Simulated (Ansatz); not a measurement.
# TiO₂: how the axes shrink under pressure

TiO₂, P4_2/mnm, a = 4.596 Å, c = 2.954 Å. The compound has several low-lying forms, and this is one of them. Ansatz: r2SCAN, PAW, 500 eV, Γ-centred 6×6×10 mesh on 6 atoms, Gaussian smearing 0.02 eV; no spin polarisation. Cell and atoms are relaxed at each pressure, and no other structure is tried, so the rows at high pressure may lie past a change of phase. y = 100 ln(c/c0) with c0 = 2.9541 Å, so nearly a change in per cent. The pressures are the targets, met within 0.05 GPa.

| P (GPa) | y | 100 ln(a/a0) |
| --- | --- | --- |
| -2.0 | ? | ? |
| 0.0 | 0.00 | 0.00 |
| 2.0 | -0.19 | -0.33 |
| 5.0 | -0.41 | -0.83 |
| 10.0 | -0.79 | -1.58 |
| 20.0 | -1.51 | -2.88 |
| 40.0 | -2.79 | -5.01 |

Question: Fit y = c1 P + c2 P² to the other rows, give the linear compressibility along c, and predict the missing y.

Answer: Least squares on the rows shown. y = −0.08212 P + 0.0003103 P². The linear compressibility along c is −c1/100 = 0.82 per TPa, against 1.66 along a from the same fit to the last column (its missing entry is 0.36): the crystal is softer along a at low pressure. At P = -2.0 the fit asked for gives 0.17. The run gave 0.16, so the fit is 0.01 too high, within the rms miss on the fitted rows (0.01).

Cost: 7 runs of about 8.6 core-minutes in all, on Arm Neoverse V1 (shared hosts).